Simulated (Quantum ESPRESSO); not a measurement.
**Zn: single point with PBEsol**

Crystal: Zn.

```xyz
2
Lattice="2.6700 0.0000 0.0000 -1.3350 2.3123 0.0000 0.0000 0.0000 4.9660" Properties=species:S:1:pos:R:3 pbc="T T T"
Zn    1.3498    0.7393    3.7192
Zn   -0.0467    1.5727    1.2468
```

The cell isn't the ideal one: atoms moved at random, drawn with an rms of 0.05 Å.

```
Program             : Quantum ESPRESSO 7.5
Task                : single point
Functional          : PBEsol
Potentials or basis : GBRV 1.5 PBEsol
Cutoff              : 762 eV
Density cutoff      : 6095 eV
k mesh              : 11 × 11 × 6
Occupations         : fermi-dirac, width 0.05 eV
Spin                : no spin polarisation
```

```json
{"Pressure": "-5.6 GPa", "Largest force": "0.045 eV/Å", "Band gap on the k mesh": "none (metal or under the smearing width)"}
```

Forces in eV/Å, atoms in the order of the input:
```
Zn  -0.026  0.031  0.020
Zn   0.026 -0.031 -0.020
```

Stress tensor (GPa, compression positive):
```
-5.52 -0.07 -0.01
-0.07 -5.67  0.01
-0.01  0.01 -5.51
```

Levels at points of the mesh, in eV from the Fermi level:
```csv
k point,band 16,band 17,band 18,band 19,band 20,band 21,band 22,band 23,band 24,band 25
"(0.00, 0.00, 0.00)",-7.11,-7.07,-6.91,-6.86,-3.49,-2.92,13.54,17.10,17.29,17.58
"(0.00, 0.00, -0.50)",-7.41,-6.98,-6.97,-6.97,-6.96,4.61,4.68,18.69,18.70,18.73
```

It took 53 s on 2 MPI ranks on Intel(R) Xeon(R) 6975P-C (Granite Rapids) (shared host), peak memory 0.44 GiB a rank.
